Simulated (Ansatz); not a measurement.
The system is TiO2.

```
Ti O
1.0
    -2.97316    3.28737    3.28740
     2.97316   -3.28737    3.28740
     2.97316    3.28737   -3.28740
Ti O
4 8
Direct
  0.00000 0.50000 0.00000
  0.00000 0.00000 0.50000
  0.49524 0.24524 0.25000
  0.50475 0.75475 0.75000
  0.69508 0.69523 0.50015
  0.69508 0.19493 0.99985
  0.80452 0.74962 0.05490
  0.19472 0.74962 0.44510
  0.80528 0.25038 0.55490
  0.30492 0.80507 0.00015
  0.19548 0.25038 0.94510
  0.30492 0.30477 0.49985
```

The cell is a database's computed one.

Base run:

```yaml
Program: Ansatz 0.2.0
Functional: PBEsol
Potentials_or_basis: Ansatz PAW
Cutoff: "420 eV (not typed: the program's choice for these potentials)"
k_mesh: 6 × 6 × 6
Occupations: fermi-dirac, width 0.05 eV
Spin: no spin polarisation
```

Its results: band gap on the k mesh 1.81 eV; pressure -8.1 GPa; largest force 0.128 eV/Å.

Problem. The run is repeated on the same cell with these changes: functional from PBEsol to PBE; k mesh from 6 × 6 × 6 to 2 × 2 × 2. What comes out?

Solution. Band gap on the k mesh 1.79 eV; pressure -0.9 GPa; largest force 0.122 eV/Å.

Several settings changed at once, so the effect can't be laid on one alone.

Caveats: some runs use coarse meshes; the PAW data sets come from PBE, with cores solved anew for the run's functional, which leaves a small shift of forces and pressure (some runs).
